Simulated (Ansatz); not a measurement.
# PbI2: an axial (c/a) deformation path

The task here is to estimate one member of a computed series from the others.

Method: DFT r2SCAN, scalar-relativistic, plane waves, PAW, in Ansatz 0.2.0.

2 further runs of the same task are left out: 1 that didn't finish, 1 set aside as unsound or not needed.

## The structure to begin with

Symmetry: P-3m1, No. 164, trigonal system. The conventional cell has a = 4.555 Å, b = 4.555 Å, c = 6.977 Å, α = 90.00°, β = 90.00°, γ = 120.00°. Pb (site symmetry -3m) has 6 I at 3.21 Å as nearest neighbours. Around I (site symmetry 3m) lie 3 Pb at 3.21 Å.

As a file:

```cif
data_structure
_symmetry_space_group_name_H-M 'P-3m1'
_symmetry_Int_Tables_number 164
_cell_length_a 4.5550
_cell_length_b 4.5550
_cell_length_c 6.9770
_cell_angle_alpha 90.000
_cell_angle_beta 90.000
_cell_angle_gamma 120.000
_cell_volume 125.37
loop_
_atom_site_label
_atom_site_type_symbol
_atom_site_symmetry_multiplicity
_atom_site_Wyckoff_symbol
_atom_site_fract_x
_atom_site_fract_y
_atom_site_fract_z
_atom_site_occupancy
Pb1 Pb 1 a 0.00000 0.00000 0.00000 1
I1 I 2 d 0.33333 0.66667 0.26500 1
```

Source of the structure: the Crystallography Open Database.

The first run:

Input file input.yaml:

```yaml
crystal:
  lattice:
    - [4.5550018558, 0.0, 0.0]
    - [-2.2775009279, 3.9447473214, 0.0]
    - [0.0, 0.0, 6.977]
  atoms:
    - { symbol: Pb, position: [0.0, 0.0, 0.0] }
    - { symbol: I, position: [0.3333333333, 0.6666666667, 0.265] }
    - { symbol: I, position: [0.6666666667, 0.3333333333, 0.735] }
basis:
  ecutwfc: 500
kpoints:
  mp_grid: { grid: [6, 6, 4] }
hamiltonian:
  xc: r2scan
scf:
  occupations: { method: gaussian, width: 0.1 }
output:
  forces: true
  stress: true
  eigenvalues: true
```

The run is started by

```sh
ansatz run input.yaml --threads 1 --pin off --max-ram 1228MiB --backend cpu --events-out ev --progress --plain --runs-dir out
```

Steps of the session up to this table: Quick check of gap, pressure and forces; Zero of the scan; At ρ = 0.850; At ρ = 1.200; Point ρ = 0.920; At ρ = 1.100; At ρ = 0.960.

One of the session's tables, all rows but one given; the rest of the session is left out.

It belongs to the step «The scan collected». The scan, with free energies counted from the undisturbed cell:

| ρ | ΔE (meV/atom) | pressure (GPa) | gap on the mesh (eV) |
| --- | --- | --- | --- |
| 0.850 | 28.4 | 1.1 | 2.10 |
| 0.920 | 9.0 | 1.3 | 2.34 |
| 0.960 | 2.7 | 1.3 | 2.52 |
| 1.000 | 0.0 | 1.3 | 2.61 |
| 1.100 | ? | ? | ? |
| 1.200 | 41.2 | 1.0 | 2.70 |

**Question.** Estimate the row for ρ = 1.100.

Worked estimate for «ΔE (meV/atom)». A straight line through the neighbours (1.000, 0.0) and (1.200, 41.2) gives 0.0 + (41.2 − 0.0) × (1.100 − 1.000) / (1.200 − 1.000) = 20.6; a parabola fitted to 3 rows on both sides gives 9.2.

As computed: ΔE (meV/atom): 9.1; pressure (GPa): 1.2; gap on the mesh (eV): 2.80. In «ΔE (meV/atom)» the line misses by +11.5 and the parabola by +0.1.
